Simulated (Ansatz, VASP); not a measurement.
# Cross-check of InAs between VASP and Ansatz

Aim: how closely do two programs agree when they are given the same cell, functional and k mesh? The cell is taken from a series of VASP runs on this material, whose earlier steps may have relaxed, scaled or displaced it; both programs get it as it stands. Other levels of theory on this material are compared in a session of their own.

Method: plane waves, with VASP 6.6.1 beside it; band structure at PBE, in Ansatz 0.2.0.

## Step 1: Starting point

The structure is cubic, space group F-43m (No. 216). Conventional cell: a = 6.058 Å, b = 6.058 Å, c = 6.058 Å, α = 90.00°, β = 90.00°, γ = 90.00°. Nearest to In lie 4 As at 2.62 Å. Nearest to As lie 4 In at 2.62 Å. Farther neighbours are not listed.

## Step 2: Ansatz: band structure, PBE

Ansatz runs on its default PAW (the set named soft_2) files.

A single point gives forces, pressure and levels at one fixed geometry, so differences don't come from the geometry; what else differs is listed under the comparison.

File input.yaml:

```yaml
crystal:
  lattice:
    - [0.0, 3.029, 3.029]
    - [3.029, 0.0, 3.029]
    - [3.029, 3.029, 0.0]
  atoms:
    - { symbol: In, position: [0.0, 0.0, 0.0] }
    - { symbol: As, position: [0.75, 0.75, 0.75] }
hamiltonian:
  xc: pbe
  pseudopotentials: { kind: paw }
kpoints:
  mp_grid: { grid: [6, 6, 6] }
  band_path:
    path:
      - [0.0, 0.0, 0.0]
      - [0.16667, 0.0, 0.16667]
      - [0.33333, 0.0, 0.33333]
      - [0.5, 0.0, 0.5]
      - [0.5, 0.08333, 0.58333]
      - [0.5, 0.19444, 0.69444]
      - [0.5, 0.25, 0.75]
      - [0.45833, 0.29167, 0.75]
      - [0.40278, 0.34722, 0.75]
      - [0.375, 0.375, 0.75]
      - [0.20833, 0.20833, 0.41667]
      - [0.08333, 0.08333, 0.16667]
      - [0.0, 0.0, 0.0]
      - [0.22222, 0.22222, 0.22222]
      - [0.38889, 0.38889, 0.38889]
      - [0.51389, 0.47222, 0.51389]
      - [0.55556, 0.38889, 0.55556]
      - [0.61111, 0.27778, 0.61111]
      - [0.61111, 0.25, 0.63889]
      - [0.56944, 0.25, 0.68056]
      - [0.51389, 0.25, 0.73611]
      - [0.5, 0.27778, 0.72222]
      - [0.5, 0.38889, 0.61111]
      - [0.5, 0.47222, 0.52778]
      - [0.48611, 0.48611, 0.52778]
      - [0.43056, 0.43056, 0.63889]
      - [0.38889, 0.38889, 0.72222]
      - [0.59722, 0.19444, 0.59722]
      - [0.55556, 0.11111, 0.55556]
      - [0.5, 0.0, 0.5]
    npoints: 1
scf:
  occupations: { method: gaussian, width: 0.03 }
  n_extra_bands: 7
output:
  forces: true
  stress: true
  eigenvalues: true
  write_density: true
  write_potential: true
  elf: true
  volumetric_format: npy
```

Started as:

```bash
$ ansatz run input.yaml --threads 2 --pin off --max-ram 4608MiB --backend cpu --events-out ev --progress --plain --runs-dir out
```

Numbers of over 12 decimals in the logs are rounded to 6 here.

The log of the run:

```text
scf.n_extra_bands = 7 over 14 filled bands (N_el = 28.0): the run solves 21 bands
Engine: ansatz 0.2.0, aarch64-unknown-linux-gnu
Pseudopotentials: kind: paw
Pseudopotential: In, paw, valence charge 13, recommended cutoff 420 eV (normal), In.paw.azcp
Pseudopotential: As, paw, valence charge 15, recommended cutoff 420 eV (normal), As.paw.azcp
Functional definition: PBE
  parameter kappa = 0.804
  parameter beta = 0.066725
  exchange = pbe_x(kappa = kappa, mu = beta*pi^2/3)
  correlation = pbe_c(beta = beta)
Crystal: 2 atoms, lattice volume = 55.581 Å³
Basis set: ecut = 420 eV, 1067 PW (Γ), exchange–correlation on 60×60×60 points (8 copies of the dense FFT grid, shifted against one another)
Bands: 21, of which v1, the nominal top of the filled ones, is band 14 counted from 1 (13 counted from 0)
Symmetry: 24 space group operations
Space group: F-43m (ITA 216), of the structure as read, at distance tolerance 3.8e-5 Å
k-points: 16 of 216 (time reversal used)
Non-local potential: In, projectors of the file, l = 0: 2, l = 1: 2, l = 2: 2, l = 3: 2
Non-local potential: As, projectors of the file, l = 0: 2, l = 1: 2, l = 2: 3, l = 3: 1
PAW form: soft (Blöchl's): semilocal exchange-correlation on the pseudo side does not see the compensation charge
PAW one-centre angular grid: In, 590 points (default); XC on 64 Gauss nodes
PAW one-centre angular grid: As, 590 points (default); XC on 64 Gauss nodes
Initial density: superposition of atomic densities (neutral atoms: chi_scale 0, normalization atom), corrected by the library's trained network
Initial wavefunctions: pseudopotential atomic-orbital guess
Functional: x = pbe(κ = 0.804, μ = 0.219515), c = pbe(β = 0.066725)
SCF iter   1: F=—  HF=-10454.415129 eV  |F-HF|=—  |Δ(HF+E_count)|=         —  Δρ=2.20e-3  dr2=5.72e-3  ethr=1.77e-3  ⟨swp⟩=6.0  Hψ=1636  notcnv=0
preconditioner: auto → none  [insulator: Δε(μ)=0.916 eV  Ē_g=16.998 eV  σ=0.030 eV  W_gap=0.67  n_scr=14 (ndim 8)  ℏωp=21.1 eV  f_vac=0.107  D(μ)=0.48/eV (n_scr^D=0)  ε∞_Penn≈2.5]
SCF iter   2: F=—  HF=-10454.412750 eV  |F-HF|=—  |Δ(HF+E_count)|=   2.38e-3  Δρ=1.04e-3  dr2=6.04e-4  ethr=2.04e-5  ⟨swp⟩=2.0  Hψ=682  notcnv=0  defer=38
SCF iter   3: F=—  HF=-10454.412600 eV  |F-HF|=—  |Δ(HF+E_count)|=   1.50e-4  Δρ=2.85e-4  dr2=4.97e-5  ethr=2.16e-6  ⟨swp⟩=2.0  Hψ=441  notcnv=0  defer=38
SCF iter   4: F=—  HF=-10454.412637 eV  |F-HF|=—  |Δ(HF+E_count)|=   3.64e-5  Δρ=9.06e-5  dr2=4.09e-6  ethr=1.77e-7  ⟨swp⟩=2.2  Hψ=391  notcnv=0  defer=38
SCF iter   5: F=—  HF=-10454.412644 eV  |F-HF|=—  |Δ(HF+E_count)|=   6.97e-6  Δρ=3.56e-5  dr2=7.40e-7  ethr=1.46e-8  ⟨swp⟩=2.0  Hψ=523  notcnv=0  defer=38
SCF iter   6: F=-10454.412643 eV  HF=-10454.412643 eV  |F-HF|=2.29e-8  |Δ(HF+E_count)|=   2.46e-7  Δρ=7.23e-6  dr2=2.04e-8  ethr=3.57e-10  ⟨swp⟩=10.2  Hψ=2289  notcnv=0
SCF 1 converged in 6 iterations: F = -10454.412643 eV  dr2 = 2.04e-8
  greatest PAW one-centre occupation: 0.999 electrons in one spin orbital (limit 2), on the As atom at site 1 (counted from 0), in its partial waves of l = 2
NSCF: frozen V_eff on 30 k-points
SCF converged after 6 iterations
Free energy (F): -10454.412643 eV
Harris-Foulkes:  -10454.412643 eV  (|F-HF|=2.29e-8)
Internal energy: -10454.412429 eV  (E = F + TS)
E sigma→0 (E₀):  -10454.412536 eV
Entropy (-TS):   -0.000214 eV (-0.107 meV/atom)
Fermi energy:    7.790579 eV
--- Per-component energies (eV) ---
  E_band       = -313.196176
  E_kinetic    = 347.124572
  E_local      = -3282.522628  (includes V_loc(G=0)·N_el)
  E_nonlocal   = -303.272136
  E_hartree    = 1588.311797
  E_xc         = -294.662324
  E_vxc        = -178.798438  (∫ρ·V_xc dr)
  E_paw        = -5990.772188  (= ΣΔE_a)
  E_vpaw       = -72.359290  (= ΣTr[D̂ρ^β])
  E_aug_tail   = 0.000034  (compensation charges beyond the density's cutoff)
  E_ewald      = -2518.619559
  E_smearing   = -0.000214  (= −TS)
  E_closure    = -0.000000  (closes the sum)
  Σ components = -10454.412643   (vs F -10454.412643, Δ=0.00e0)
--- Forces (eV/Å), atoms counted from 1 ---
  atom   1  In    -0.00000000     0.00000000     0.00000000
  atom   2  As     0.00000000    -0.00000000     0.00000000
  max |Σ_I F_I| component: 2.34e-16 eV/Å
--- Stress (GPa, compression-positive) ---
        3.630676      -0.000000       0.000000
        0.000000       3.630676       0.000000
       -0.000000       0.000000       3.630676
  P = ⅓ Tr σ = 3.6307 GPa (36.307 kbar)
--- Band table (eV; the first three rows and the last of 16) ---
  k-point 0: bands = [... 10 lower, -4.0470, 7.5533, 7.7814, 7.7814, 7.7814, 11.6925, 11.6925, 11.6925, ... 3 higher]
  k-point 1: bands = [... 10 lower, -3.7675, 5.2788, 7.4712, 7.4712, 9.0115, 12.0915, 12.1334, 12.1334, ... 3 higher]
  k-point 2: bands = [... 10 lower, -3.0732, 3.0678, 6.9966, 6.9966, 8.8805, 12.4989, 12.4989, 13.9133, ... 3 higher]
  k-point 15: bands = [... 10 lower, -2.0231, 2.0749, 4.9987, 5.0560, 10.8732, 11.2122, 14.2047, 14.7597, ... 3 higher]
```

Wall time 3.7 s (2 threads of Arm Neoverse N1, shared host); peak memory 0.32 GiB.

In the SCF lines HF is the Harris–Foulkes energy and dr2 the Hartree energy of the density residual, in eV; the loop may stop once dr2 is under the threshold and the program's other checks hold. Hψ counts applications of the Hamiltonian.

## Step 3: VASP: band structure, PBE

The same cell, functional, mesh and smearing now go to VASP, with its own data sets and cutoff.

Lines of VASP's logs that name or quote its potential files are left out, and so is its time.

File INCAR:

```
SYSTEM = InAs
PREC = Accurate
ENCUT = 350
EDIFF = 1E-06
NELM = 100
ISMEAR = 0
SIGMA = 0.03
LREAL = .FALSE.
ALGO = Normal
GGA = PE
NBANDS = 21
LORBIT = 11
LWAVE = .FALSE.
LCHARG = .FALSE.
KPAR = 4
```

File POSCAR:

```
InAs
1.0
    0.0000000000      3.0290000000      3.0290000000
    3.0290000000      0.0000000000      3.0290000000
    3.0290000000      3.0290000000      0.0000000000
In As
1 1
Direct
    0.0000000000      0.0000000000      0.0000000000
    0.7500000000      0.7500000000      0.7500000000
```

File KPOINTS:

```
Automatic mesh
0
Gamma
6 6 6
0 0 0
```

File KPOINTS_OPT:

```
Line mode
10
Line-mode
Reciprocal
  0.00000000   0.00000000   0.00000000 GAMMA
  0.50000000   0.00000000   0.50000000 X

  0.50000000   0.00000000   0.50000000 X
  0.50000000   0.25000000   0.75000000 W

  0.50000000   0.25000000   0.75000000 W
  0.37500000   0.37500000   0.75000000 K

  0.37500000   0.37500000   0.75000000 K
  0.00000000   0.00000000   0.00000000 GAMMA

  0.00000000   0.00000000   0.00000000 GAMMA
  0.50000000   0.50000000   0.50000000 L

  0.50000000   0.50000000   0.50000000 L
  0.62500000   0.25000000   0.62500000 U

  0.62500000   0.25000000   0.62500000 U
  0.50000000   0.25000000   0.75000000 W

  0.50000000   0.25000000   0.75000000 W
  0.50000000   0.50000000   0.50000000 L

  0.50000000   0.50000000   0.50000000 L
  0.37500000   0.37500000   0.75000000 K

  0.62500000   0.25000000   0.62500000 U
  0.50000000   0.00000000   0.50000000 X
```

The projector-augmented-wave data sets are In_d and As (PBE family, release 64).

Started as:

```bash
$ mpirun -np 4 vasp_std
```

The log of the run:

```text
[banner, memory and clock lines left out]
running    4 mpi-ranks, on    1 nodes
 distrk:  each k-point on    1 cores,    4 groups
 distr:  one band on    1 cores,    1 groups

 POSCAR found type information on POSCAR InAs
 POSCAR found :  2 types and       2 ions
 LDA part: xc-table for (Slater+PW92), standard interpolation
 POSCAR, INCAR and KPOINTS ok, starting setup
 FFT: planning ... GRIDC
 FFT: planning ... GRID_SOFT
 FFT: planning ... GRID
 WAVECAR not read
 entering main loop
       N       E                     dE             d eps       ncg     rms          rms(c)
DAV:   1     0.115924191191E+03    0.11592E+03   -0.61476E+03   700   0.704E+02
DAV:   2     0.202259761345E+01   -0.11390E+03   -0.10661E+03   737   0.233E+02
DAV:   3    -0.765234375011E+01   -0.96749E+01   -0.96067E+01   775   0.650E+01
DAV:   4    -0.792537299473E+01   -0.27303E+00   -0.27287E+00   819   0.112E+01
DAV:   5    -0.793772638773E+01   -0.12353E-01   -0.12353E-01   990   0.212E+00    0.455E+00
DAV:   6    -0.768161794828E+01    0.25611E+00   -0.28968E-01  1046   0.778E+00    0.247E+00
DAV:   7    -0.765607286494E+01    0.25545E-01   -0.83710E-02   988   0.216E+00    0.762E-01
DAV:   8    -0.765731135688E+01   -0.12385E-02   -0.13118E-02   854   0.934E-01    0.179E-01
DAV:   9    -0.765784253534E+01   -0.53118E-03   -0.80230E-04   785   0.170E-01    0.107E-01
DAV:  10    -0.765802661681E+01   -0.18408E-03   -0.17713E-04   785   0.159E-01    0.473E-02
DAV:  11    -0.765807661304E+01   -0.49996E-04   -0.79916E-05   747   0.809E-02    0.181E-02
DAV:  12    -0.765807658778E+01    0.25254E-07   -0.27816E-06   823   0.189E-02
   1 F= -.76580766E+01 E0= -.76579695E+01  d E =-.214253E-03
 Start KPOINTS_OPT (optional k-point list driver)
k-point batch [1-16\100]
       N       E                     dE             ncg
DAV:   1     0.393688444557E+03   -0.51536E+04      708
DAV:   2    -0.143513310773E+04   -0.18288E+04      732
DAV:   3    -0.159002153057E+04   -0.15489E+03      823
DAV:   4    -0.159391427773E+04   -0.38927E+01      828
DAV:   5    -0.159410150820E+04   -0.18723E+00      971
DAV:   6    -0.159410578459E+04   -0.42764E-02      894
DAV:   7    -0.159410588138E+04   -0.96783E-04      984
DAV:   8    -0.159410588229E+04   -0.90875E-06      689
[...]
k-point batch [97-100\100]
       N       E                     dE             ncg
DAV:   1     0.623835497867E+04   -0.20063E+04      168
DAV:   2     0.580397527833E+04   -0.43438E+03      176
DAV:   3     0.577014717160E+04   -0.33828E+02      225
DAV:   4     0.576935536839E+04   -0.79180E+00      208
DAV:   5     0.576931942780E+04   -0.35941E-01      225
DAV:   6     0.576931805646E+04   -0.13713E-02      240
DAV:   7     0.576931803413E+04   -0.22331E-04      220
DAV:   8     0.576931803378E+04   -0.34824E-06      208
```

OUTCAR, selected parts (step 3):

```text
ion  position               nearest neighbor table
   1  0.000  0.000  0.000-   2 2.62   2 2.62   2 2.62   2 2.62
   2  0.750  0.750  0.750-   1 2.62   1 2.62   1 2.62   1 2.62

  LATTYP: Found a face centered cubic cell.
 ALAT       =     6.0580000000

 Subroutine GETGRP returns: Found 24 space group operations
 (whereof 24 operations were pure point group operations)

The static configuration has the point symmetry T_d .

 Found     16 irreducible k-points:

   k-points           NKPTS =     16   k-points in BZ     NKDIM =     16   number of bands    NBANDS=     21

   dimension x,y,z NGX =    28 NGY =   28 NGZ =   28
   dimension x,y,z NGXF=    56 NGYF=   56 NGZF=   56

   ENCUT  =  350.0 eV  25.72 Ry    5.07 a.u.   6.53  6.53  6.53*2*pi/ulx,y,z

   NELECT =      18.0000    total number of electrons

 k-points in reciprocal lattice and weights: Automatic mesh
   0.00000000  0.00000000  0.00000000       0.005
   0.16666667  0.00000000  0.00000000       0.037
   0.33333333  0.00000000  0.00000000       0.037
   0.50000000  0.00000000  0.00000000       0.019
   0.16666667  0.16666667  0.00000000       0.028
   0.33333333  0.16666667  0.00000000       0.111
   0.50000000  0.16666667  0.00000000       0.111
  -0.33333333  0.16666667  0.00000000       0.111
  -0.16666667  0.16666667  0.00000000       0.056
[...]
-0.33333333  0.33333333  0.16666667       0.111
  -0.33333333  0.50000000  0.16666667       0.056

 average (electrostatic) potential at core
       1 -96.6061       2 -49.6296

 E-fermi :   4.4691

 k-point     1 :       0.0000    0.0000    0.0000
  band No.  band energies     occupation
    ...
      6      -7.3674      2.00000
      7       4.2324      2.00000
      8       4.4600      1.33334
      9       4.4600      1.33334
     10       4.4600      1.33333
     11       8.3587      0.00000
     12       8.3587      0.00000
     13       8.3587      0.00000
     14      11.9464      0.00000
     15      14.1231      0.00000
    ...

 k-point     2 :       0.1667    0.0000    0.0000
  band No.  band energies     occupation
    ...
      5      -9.7988      2.00000
      6      -7.0876      2.00000
      7       1.9551      2.00000
      8       4.1490      2.00000
      9       4.1490      2.00000
     10       5.6877      0.00000
     11       8.7617      0.00000
     12       8.7999      0.00000
     13       8.7999      0.00000
     14      13.0231      0.00000
    ...

 k-point     3 :       0.3333    0.0000    0.0000
  band No.  band energies     occupation
    ...
      5      -9.7951      2.00000
      6      -6.3923      2.00000
      7      -0.2595      2.00000
      8       3.6735      2.00000
      9       3.6735      2.00000
     10       5.5536      0.00000
     11       9.1650      0.00000
     12       9.1650      0.00000
     13      10.5870      0.00000
     14      12.6012      0.00000
    ...

  Total        1.2052092      1.2052092      1.2052092      0.0000000     -0.0000000      0.0000000
  in kB       34.7412309     34.7412309     34.7412309      0.0000000     -0.0000000      0.0000000
  external PRESSURE =      34.7412309 kB  Pullay stress =       0.0000000 kB

  energy-cutoff  :      350.00
  volume of cell :       55.58
      direct lattice vectors                 reciprocal lattice vectors
     0.000000000  3.029000000  3.029000000    -0.165070981  0.165070981  0.165070981
     3.029000000  0.000000000  3.029000000     0.165070981 -0.165070981  0.165070981
     3.029000000  3.029000000  0.000000000     0.165070981  0.165070981 -0.165070981

 POSITION                                       TOTAL-FORCE (eV/Angst)
 -----------------------------------------------------------------------------------
      0.00000      0.00000      0.00000        -0.000000     -0.000000     -0.000000
      4.54350      4.54350      4.54350         0.000000      0.000000      0.000000
 -----------------------------------------------------------------------------------
    total drift:                               -0.000000     -0.000000     -0.000000

  FREE ENERGIE OF THE ION-ELECTRON SYSTEM (eV)
  ---------------------------------------------------
  free  energy   TOTEN  =        -7.6580765878 eV

  energy  without entropy=       -7.6578623346  energy(sigma->0) =       -7.65796946

 total charge
# of ion       s       p       d       tot
------------------------------------------
    1        0.848   0.729   9.886  11.464
    2        1.219   1.572   0.022   2.813
--------------------------------------------------
tot          2.068   2.301   9.908  14.277

[... 3 further parts left out ...]
```

The run ends at a pressure of 3.47 GPa.

## Step 4: Side by side

Known differences besides the potentials themselves: the data sets hold 28 valence electrons in Ansatz (default PAW (the set named soft_2) files) and 18 in VASP; the cutoff is 420 eV in Ansatz and 350 eV in VASP; VASP leaves aspherical gradient terms in its spheres out (LASPH is not set), Ansatz keeps them. Total energies have different zeros and are not compared.

The two programs side by side:

```tsv
quantity	Ansatz	VASP	difference
pressure (GPa)	3.63	3.47	+0.16
```

Levels from 3 eV below to 2 eV above the Fermi level differ by 4 meV r.m.s. and 10 meV at most; each VASP level is matched to the nearest of Ansatz, which flatters the figure a little. Ansatz's pressure holds a Pulay correction of 0.03 GPa; VASP's holds none.

## Step 5: Outcome

```
r.m.s. difference of levels near the Fermi level (band structure, PBE) : 4.2 meV
```

In words: The r.m.s. difference of levels near the Fermi level is 4.2 meV (band structure, PBE), within the 80 meV picked in this series as the mark of a large difference. 3 further runs of this series are not shown here. Such differences can come from data sets, numerical settings and the points named under the comparisons, not from the functional's error against experiment.

[Lines on the potential files, build, host, timing and source positions are cut from VASP's logs without a mark.]

[Logs are printed without paths, hosts, clocks, repeated set-up lines and the standing remarks that a program may print on its own settings, such as how far it seeks lower states.]

[Hosts, paths, dates, database ids (printed as entryN), source tags and the programs' standing remarks are cut or masked in the printed files.]
